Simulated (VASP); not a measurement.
# MoS2 in VASP: one cell, several levels of theory, part 1 of 2

Aim: gap, levels, forces and stress of MoS2 built on the CdCl2 prototype at fixed geometry. Runs: PBE, LDA, PBEsol. This is a trial cell built on a prototype, not taken from a measured structure, and it needn't be the compound's ground state.

Program: VASP 6.6.1. PAW datasets, plane waves. No spin polarisation and no zero-point or thermal motion; the cell was built from a prototype and may be hypothetical.

### 1 The cell

The cell comes from an earlier relaxation with r2SCAN+rVV10 in another program.

Space group R-3m (No. 166), trigonal; conventional cell a = 3.193 Å, c = 18.232 Å, 17.89 Å³ an atom. Near Mo stand 6 S at 2.42 Å; near S stand 3 Mo at 2.42 Å.

Structure file:

```xyz
3
Lattice="1.5965 0.9218 6.0772 -1.5965 0.9218 6.0772 0.0000 -1.8435 6.0772" Properties=species:S:1:pos:R:3 pbc="T T T"
Mo    0.0000    0.0000    0.0000
S     0.0000    0.0000    4.5110
S     0.0000    0.0000   13.7207
```

### 2 PBE at this geometry

Input file INCAR:

```
ENCUT = 520.000000
SIGMA = 0.020000
EDIFF = 1.00e-07
GGA = PE
PREC = Accurate
IBRION = -1
ISIF = 2
ISMEAR = -1
NBANDS = 20
NELM = 120
NSW = 0
LASPH = .TRUE.
LCHARG = .FALSE.
LWAVE = .FALSE.
LREAL = .FALSE.
```

Input file KPOINTS:

```
KPOINTS created by Atomic Simulation Environment
0
Gamma
10 10 10
0 0 0
```

Input file KPOINTS_OPT:

```
special points
11
Reciprocal
0.0000000000 0.0000000000 0.0000000000 1
0.5000000000 0.0000000000 0.0000000000 1
0.5000000000 0.1820033032 -0.1820033032 1
0.8179966968 0.5000000000 0.1820033032 1
0.5000000000 0.5000000000 0.5000000000 1
0.3410016516 0.0000000000 -0.3410016516 1
0.6589983484 0.3410016516 0.0000000000 1
0.5000000000 0.5000000000 0.0000000000 1
0.6589983484 0.6589983484 0.1820033032 1
0.8179966968 0.3410016516 0.3410016516 1
0.5000000000 0.1638029729 -0.1638029729 1
```

Input file POSCAR:

```
Mo S
 1.0000000000000000
     1.5965300377901750    0.9217570470874814    6.0772314159573835
    -1.5965300377901750    0.9217570470874814    6.0772314159573835
    -0.0000000000000000   -1.8435140941749628    6.0772314159573835
 Mo  S
   1   2
Cartesian
  0.0000000000000000  0.0000000000000000 -0.0000000000000000
 -0.0000000000000000  0.0000000000000000  4.5110085587781157
 -0.0000000000000000  0.0000000000000001 13.7206856890940347
```

Potentials: the recommended PBE PAW datasets, 26 valence electrons in the neutral cell.

Run with:

```bash
> mpirun -np 1 vasp_std
```

Standard output, without the iteration lines:

```text
POSCAR found type information on POSCAR MoS
 POSCAR found :  2 types and       3 ions
 LDA part: xc-table for (Slater+PW92), standard interpolation
 POSCAR, INCAR and KPOINTS ok, starting setup
 FFT: planning ... GRIDC
 FFT: planning ... GRID_SOFT
 FFT: planning ... GRID
 WAVECAR not read
 entering main loop
 Start KPOINTS_OPT (optional k-point list driver)
k-point batch [1-11\11]
```

OSZICAR:

```text
N       E                     dE             d eps       ncg     rms          rms(c)
DAV:   1     0.182780293564E+03    0.18278E+03   -0.13354E+04  4640   0.123E+03
DAV:   2    -0.151952106192E+02   -0.19798E+03   -0.19267E+03  5696   0.315E+02
DAV:   3    -0.225275632214E+02   -0.73324E+01   -0.72436E+01  5760   0.563E+01
DAV:   4    -0.226122529678E+02   -0.84690E-01   -0.84624E-01  5708   0.639E+00
DAV:   5    -0.226134739989E+02   -0.12210E-02   -0.12209E-02  5788   0.748E-01    0.230E+01
DAV:   6    -0.215962459134E+02    0.10172E+01   -0.16117E+01  4896   0.213E+01    0.959E+00
DAV:   7    -0.211557267403E+02    0.44052E+00   -0.68567E+00  4840   0.133E+01    0.606E+00
DAV:   8    -0.210052243318E+02    0.15050E+00   -0.84873E-01  5176   0.498E+00    0.188E+00
DAV:   9    -0.210075380491E+02   -0.23137E-02   -0.31196E-02  5404   0.108E+00    0.668E-01
DAV:  10    -0.210058724762E+02    0.16656E-02   -0.18133E-02  5120   0.804E-01    0.172E-01
DAV:  11    -0.210057665616E+02    0.10591E-03   -0.78528E-04  5304   0.187E-01    0.650E-02
DAV:  12    -0.210057133948E+02    0.53167E-04   -0.17828E-04  5316   0.799E-02    0.452E-02
DAV:  13    -0.210057272256E+02   -0.13831E-04   -0.51576E-05  5040   0.439E-02    0.114E-02
DAV:  14    -0.210057265617E+02    0.66396E-06   -0.49279E-06  5520   0.130E-02    0.672E-03
DAV:  15    -0.210057265865E+02   -0.24848E-07   -0.52369E-07  5260   0.415E-03
   1 F= -.21005727E+02 E0= -.21005148E+02  d E =-.115635E-02
       N       E                     dE             ncg
DAV:   1     0.362207959633E+04   -0.99993E+04      448
DAV:   2     0.152691584029E+04   -0.20952E+04      544
DAV:   3     0.145532085506E+04   -0.71595E+02      544
DAV:   4     0.145455027778E+04   -0.77058E+00      508
DAV:   5     0.145453861826E+04   -0.11660E-01      540
DAV:   6     0.145453835646E+04   -0.26180E-03      536
DAV:   7     0.145453835078E+04   -0.56798E-05      544
DAV:   8     0.145453835060E+04   -0.18274E-06      476
DAV:   9     0.145453835059E+04   -0.70895E-08      356
```

The lines after F= are the extra pass for the points of KPOINTS_OPT, at fixed density; their E is not a total energy.

Parts of OUTCAR:

```text
k-points           NKPTS =    116   k-points in BZ     NKDIM =    116   number of bands    NBANDS=     20

   NELECT =      26.0000    total number of electrons

   dimension x,y,z NGX =    48 NGY =   48 NGZ =   48
   dimension x,y,z NGXF=    96 NGYF=   96 NGZF=   96

  energy-cutoff  :      520.00
  volume of cell :       53.66
      direct lattice vectors                 reciprocal lattice vectors
     1.596530038  0.921757047  6.077231416     0.313179200  0.180814095  0.054849538
    -1.596530038  0.921757047  6.077231416    -0.313179200  0.180814095  0.054849538
     0.000000000 -1.843514094  6.077231416     0.000000000 -0.361628191  0.054849538

 k-points in reciprocal lattice and weights: KPOINTS created by Atomic Simulation Env
   0.00000000  0.00000000  0.00000000       0.001
   0.10000000  0.00000000  0.00000000       0.006
   0.20000000  0.00000000  0.00000000       0.006
   0.30000000  0.00000000  0.00000000       0.006
   0.40000000  0.00000000  0.00000000       0.006
   0.50000000  0.00000000  0.00000000       0.003
   0.10000000  0.10000000  0.00000000       0.006
   0.20000000  0.10000000  0.00000000       0.012
[... 108 more k-points ...]

 E-fermi :   7.7104

 k-point     1 :       0.0000    0.0000    0.0000
  band No.  band energies     occupation
      1     -54.1182      2.00000
      2     -28.1673      2.00000
      3     -28.1017      2.00000
      4     -28.1017      2.00000
      5      -7.3366      2.00000
      6      -5.7527      2.00000
      7       0.7129      2.00000
      8       3.7293      2.00000
      9       3.7293      2.00000
     10       6.0656      2.00000
     11       6.4048      2.00000
     12       6.7383      2.00000
     13       6.7383      2.00000
     14       7.4641      1.99999
     15       7.4641      1.99999
     16      10.8345      0.00000
     17      10.8345      0.00000
     18      13.8081      0.00000
     19      14.2517      0.00000
     20      17.2410      0.00000

 k-point     2 :       0.1000    0.0000    0.0000
  band No.  band energies     occupation
      1     -54.1147      2.00000
      2     -28.1605      2.00000
      3     -28.1366      2.00000
      4     -28.1097      2.00000
      5      -7.1794      2.00000
      6      -5.7221      2.00000
      7       0.9200      2.00000
      8       3.3771      2.00000
      9       3.8106      2.00000
     10       5.8263      2.00000
     11       6.1348      2.00000
     12       6.2392      2.00000
     13       6.5606      2.00000
     14       7.6687      1.77887
     15       7.9577      0.00001
     16      10.4463      0.00000
     17      10.7406      0.00000
     18      14.5219      0.00000
     19      14.8026      0.00000
     20      16.7515      0.00000

 k-point     3 :       0.2000    0.0000    0.0000
  band No.  band energies     occupation
      1     -54.1058      2.00000
      2     -28.2273      2.00000
      3     -28.1424      2.00000
      4     -28.1305      2.00000
      5      -6.7440      2.00000
      6      -5.6292      2.00000
      7       1.4405      2.00000
      8       2.8521      2.00000
      9       3.9267      2.00000
     10       4.2776      2.00000
     11       5.7789      2.00000
     12       5.9616      2.00000
     13       6.3455      2.00000
     14       7.9968      0.00000
     15       8.4278      0.00000
     16      10.3463      0.00000
     17      10.6461      0.00000
     18      15.0756      0.00000
     19      15.5166      0.00000
     20      16.9397      0.00000

 k-point     4 :       0.3000    0.0000    0.0000
  band No.  band energies     occupation
      1     -54.0947      2.00000
      2     -28.3375      2.00000
      3     -28.1562      2.00000
      4     -28.1201      2.00000
      5      -6.1724      2.00000
      6      -5.4470      2.00000
      7       1.7939      2.00000
      8       2.5944      2.00000
      9       3.0053      2.00000
     10       3.8285      2.00000
     11       5.1455      2.00000
     12       5.8023      2.00000
     13       6.0094      2.00000
     14       8.5930      0.00000
     15       8.6088      0.00000
     16      10.7114      0.00000
     17      10.8909      0.00000
     18      14.4718      0.00000
     19      15.1503      0.00000
     20      17.0830      0.00000

[... the tables of k-points 5 to 116 left out ...]

  Total        0.4217600      0.4217600      1.2645712      0.0000000      0.0000000      0.0000000
  in kB       12.5928897     12.5928897     37.7575058      0.0000000      0.0000000      0.0000000
  external PRESSURE =      20.9810950 kB  Pullay stress =       0.0000000 kB

 POSITION                                       TOTAL-FORCE (eV/Angst)
 -----------------------------------------------------------------------------------
      0.00000      0.00000      0.00000         0.000000      0.000000      0.000000
      0.00000      0.00000      4.51101        -0.000000     -0.000000     -0.154147
      0.00000      0.00000     13.72069        -0.000000      0.000000      0.154147
 -----------------------------------------------------------------------------------
    total drift:                               -0.000000      0.000000      0.000000

  FREE ENERGIE OF THE ION-ELECTRON SYSTEM (eV)
  ---------------------------------------------------
  free  energy   TOTEN  =       -21.0057265865 eV

  energy  without entropy=      -21.0045702316  energy(sigma->0) =      -21.00514841
```

It took 4.8 min on 1 MPI rank of Intel Xeon Platinum 8488C, shared host; peak memory 0.41 GiB.

The levels at the points of KPOINTS_OPT are read from vasprun.xml.

Band energies at the special points (eV, zero at the top of v, the last band that the electrons fill by count):

| point | v−1 | v | c | c+1 |
| --- | --- | --- | --- | --- |
| Γ | -1.30 | -1.30 | -0.58 | -0.58 |
| L | -2.26 | -1.88 | 0.69 | 1.55 |
| B1 | -3.64 | -0.14 | 0.22 | 0.54 |
| B | -3.64 | -0.14 | 0.22 | 0.54 |
| Z | -1.29 | -0.71 | -0.71 | -0.46 |
| X | -3.66 | -0.11 | 0.33 | 0.41 |
| Q | -3.66 | -0.11 | 0.33 | 0.41 |

With PBE the last filled band overlaps the next by 0.71 eV, so there is no gap. Pressure: 2.10 GPa, and the largest force is 0.154 eV/Å, on atom 2 (S).

### 3 LDA at this geometry

INCAR: that of step 2 with these lines changed.

```diff
@@ -3,3 +3,3 @@
 EDIFF = 1.00e-07
-GGA = PE
+GGA = CA
 PREC = Accurate
```

KPOINTS is that of step 2.

Input file KPOINTS_OPT:

```
special points
10
Reciprocal
0.0000000000 0.0000000000 0.0000000000 1
0.5000000000 0.0000000000 0.0000000000 1
0.5000000000 0.1820033032 -0.1820033032 1
0.8179966968 0.5000000000 0.1820033032 1
0.5000000000 0.5000000000 0.5000000000 1
0.3410016516 0.0000000000 -0.3410016516 1
0.6589983484 0.3410016516 0.0000000000 1
0.5000000000 0.5000000000 0.0000000000 1
0.6589983484 0.6589983484 0.1820033032 1
0.5000000000 0.1638029729 -0.1638029729 1
```

POSCAR is that of step 2.

Potentials: the recommended LDA PAW datasets, 26 valence electrons in the neutral cell.

Run with:

```bash
> mpirun -np 1 vasp_std
```

Printed to the terminal (iteration lines stand in OSZICAR):

```text
POSCAR found type information on POSCAR MoS
 POSCAR found :  2 types and       3 ions
 LDA part: xc-table for (Slater(with rela. corr.)+CA(PZ))
 , standard interpolation
 POSCAR, INCAR and KPOINTS ok, starting setup
 FFT: planning ... GRIDC
 FFT: planning ... GRID_SOFT
 FFT: planning ... GRID
 WAVECAR not read
 entering main loop
 Start KPOINTS_OPT (optional k-point list driver)
k-point batch [1-10\10]
```

OSZICAR:

```text
N       E                     dE             d eps       ncg     rms          rms(c)
DAV:   1     0.189350237917E+03    0.18935E+03   -0.13193E+04  4640   0.123E+03
DAV:   2    -0.168893825968E+02   -0.20624E+03   -0.20075E+03  5456   0.324E+02
DAV:   3    -0.251427305956E+02   -0.82533E+01   -0.81518E+01  5660   0.601E+01
DAV:   4    -0.252466749614E+02   -0.10394E+00   -0.10386E+00  5596   0.708E+00
DAV:   5    -0.252481925284E+02   -0.15176E-02   -0.15173E-02  5780   0.843E-01    0.234E+01
DAV:   6    -0.242197437940E+02    0.10284E+01   -0.15401E+01  5020   0.222E+01    0.896E+00
DAV:   7    -0.237934429793E+02    0.42630E+00   -0.65748E+00  4968   0.143E+01    0.626E+00
DAV:   8    -0.236326697163E+02    0.16077E+00   -0.83589E-01  5236   0.527E+00    0.152E+00
DAV:   9    -0.236324584772E+02    0.21124E-03   -0.25288E-02  5384   0.961E-01    0.503E-01
DAV:  10    -0.236310573825E+02    0.14011E-02   -0.10695E-02  5260   0.660E-01    0.848E-02
DAV:  11    -0.236310053912E+02    0.51991E-04   -0.53426E-04  5260   0.158E-01    0.545E-02
DAV:  12    -0.236309917612E+02    0.13630E-04   -0.37753E-05  5336   0.387E-02    0.224E-02
DAV:  13    -0.236309910476E+02    0.71352E-06   -0.26247E-05  5348   0.298E-02    0.109E-02
DAV:  14    -0.236309906132E+02    0.43445E-06   -0.48134E-06  5228   0.139E-02    0.483E-03
DAV:  15    -0.236309906082E+02    0.50190E-08   -0.29540E-07  4128   0.409E-03
   1 F= -.23630991E+02 E0= -.23630343E+02  d E =-.129466E-02
       N       E                     dE             ncg
DAV:   1     0.435598341922E+04   -0.90024E+04      408
DAV:   2     0.235237932741E+04   -0.20036E+04      452
DAV:   3     0.227798073558E+04   -0.74399E+02      488
DAV:   4     0.227703885229E+04   -0.94188E+00      456
DAV:   5     0.227702477944E+04   -0.14073E-01      480
DAV:   6     0.227702450055E+04   -0.27889E-03      492
DAV:   7     0.227702449428E+04   -0.62707E-05      476
DAV:   8     0.227702449408E+04   -0.19577E-06      432
DAV:   9     0.227702449407E+04   -0.10227E-07      328
```

OUTCAR, selected sections:

```text
k-points           NKPTS =    116   k-points in BZ     NKDIM =    116   number of bands    NBANDS=     20

   NELECT =      26.0000    total number of electrons

   dimension x,y,z NGX =    48 NGY =   48 NGZ =   48
   dimension x,y,z NGXF=    96 NGYF=   96 NGZF=   96

  energy-cutoff  :      520.00
  volume of cell :       53.66
      direct lattice vectors                 reciprocal lattice vectors
     1.596530038  0.921757047  6.077231416     0.313179200  0.180814095  0.054849538
    -1.596530038  0.921757047  6.077231416    -0.313179200  0.180814095  0.054849538
     0.000000000 -1.843514094  6.077231416     0.000000000 -0.361628191  0.054849538

 k-points in reciprocal lattice and weights: KPOINTS created by Atomic Simulation Env
   0.00000000  0.00000000  0.00000000       0.001
   0.10000000  0.00000000  0.00000000       0.006
   0.20000000  0.00000000  0.00000000       0.006
   0.30000000  0.00000000  0.00000000       0.006
   0.40000000  0.00000000  0.00000000       0.006
   0.50000000  0.00000000  0.00000000       0.003
   0.10000000  0.10000000  0.00000000       0.006
   0.20000000  0.10000000  0.00000000       0.012
[... 108 more k-points ...]

 E-fermi :   7.5465

 k-point     1 :       0.0000    0.0000    0.0000
  band No.  band energies     occupation
      1     -53.9046      2.00000
      2     -28.1558      2.00000
      3     -28.0739      2.00000
      4     -28.0739      2.00000
      5      -7.4197      2.00000
      6      -5.8056      2.00000
      7       0.5373      2.00000
      8       3.5748      2.00000
      9       3.5748      2.00000
     10       5.9601      2.00000
     11       6.2094      2.00000
     12       6.5704      2.00000
     13       6.5704      2.00000
     14       7.3482      1.99990
     15       7.3482      1.99990
     16      10.6966      0.00000
     17      10.6966      0.00000
     18      13.5952      0.00000
     19      13.9119      0.00000
     20      17.0571      0.00000

 k-point     2 :       0.1000    0.0000    0.0000
  band No.  band energies     occupation
      1     -53.9011      2.00000
      2     -28.1488      2.00000
      3     -28.1097      2.00000
      4     -28.0821      2.00000
      5      -7.2608      2.00000
      6      -5.7755      2.00000
      7       0.7460      2.00000
      8       3.2228      2.00000
      9       3.6579      2.00000
     10       5.6818      2.00000
     11       6.0027      2.00000
     12       6.0859      2.00000
     13       6.4020      2.00000
     14       7.5157      1.64589
     15       7.8273      0.00000
     16      10.2848      0.00000
     17      10.5996      0.00000
     18      14.3024      0.00000
     19      14.4945      0.00000
     20      16.5382      0.00000

 k-point     3 :       0.2000    0.0000    0.0000
  band No.  band energies     occupation
      1     -53.8918      2.00000
      2     -28.2025      2.00000
      3     -28.1304      2.00000
      4     -28.1034      2.00000
      5      -6.8205      2.00000
      6      -5.6836      2.00000
      7       1.2695      2.00000
      8       2.6997      2.00000
      9       3.7780      2.00000
     10       4.1342      2.00000
     11       5.6323      2.00000
     12       5.8518      2.00000
     13       6.1809      2.00000
     14       7.8183      0.00000
     15       8.2905      0.00000
     16      10.1627      0.00000
     17      10.5001      0.00000
     18      14.8443      0.00000
     19      15.2460      0.00000
     20      16.7330      0.00000

 k-point     4 :       0.3000    0.0000    0.0000
  band No.  band energies     occupation
      1     -53.8803      2.00000
      2     -28.3152      2.00000
      3     -28.1297      2.00000
      4     -28.1076      2.00000
      5      -6.2415      2.00000
      6      -5.5011      2.00000
      7       1.6255      2.00000
      8       2.4310      2.00000
      9       2.8763      2.00000
     10       3.6814      2.00000
     11       5.0284      2.00000
     12       5.6661      2.00000
     13       5.8435      2.00000
     14       8.4304      0.00000
     15       8.4464      0.00000
     16      10.5627      0.00000
     17      10.6989      0.00000
     18      14.2316      0.00000
     19      14.9198      0.00000
     20      16.8396      0.00000

[... the tables of k-points 5 to 116 left out ...]

  Total       -2.0887478     -2.0887478     -1.1995618      0.0000000      0.0000000      0.0000000
  in kB      -62.3657279    -62.3657279    -35.8164563      0.0000000      0.0000000      0.0000000
  external PRESSURE =     -53.5159707 kB  Pullay stress =       0.0000000 kB

 POSITION                                       TOTAL-FORCE (eV/Angst)
 -----------------------------------------------------------------------------------
      0.00000      0.00000      0.00000        -0.000000      0.000000     -0.000000
      0.00000      0.00000      4.51101         0.000000      0.000000      0.199122
      0.00000      0.00000     13.72069         0.000000     -0.000000     -0.199122
 -----------------------------------------------------------------------------------
    total drift:                               -0.000000     -0.000000      0.000000

  FREE ENERGIE OF THE ION-ELECTRON SYSTEM (eV)
  ---------------------------------------------------
  free  energy   TOTEN  =       -23.6309906082 eV

  energy  without entropy=      -23.6296959459  energy(sigma->0) =      -23.63034328
```

Run time: 5.6 min. Hardware: 1 MPI rank of Intel Xeon Platinum 8488C, shared host; peak memory 0.36 GiB.

The levels at the points of KPOINTS_OPT are read from vasprun.xml.

Near the gap, in eV above the top of the last filled band v; c is the band after it:

| point | v−1 | v | c | c+1 |
| --- | --- | --- | --- | --- |
| Γ | -1.29 | -1.29 | -0.51 | -0.51 |
| L | -2.24 | -1.81 | 0.71 | 1.56 |
| B1 | -3.58 | -0.14 | 0.24 | 0.55 |
| B | -3.58 | -0.14 | 0.24 | 0.55 |
| Z | -1.28 | -0.65 | -0.65 | -0.41 |
| X | -3.60 | -0.11 | 0.36 | 0.42 |
| Q | -3.60 | -0.11 | 0.36 | 0.42 |

With LDA the last filled band overlaps the next by 0.65 eV, so there is no gap. The pressure is -5.35 GPa, and the largest force is 0.199 eV/Å, on atom 2 (S).

(Continued in part 2 of 2.)
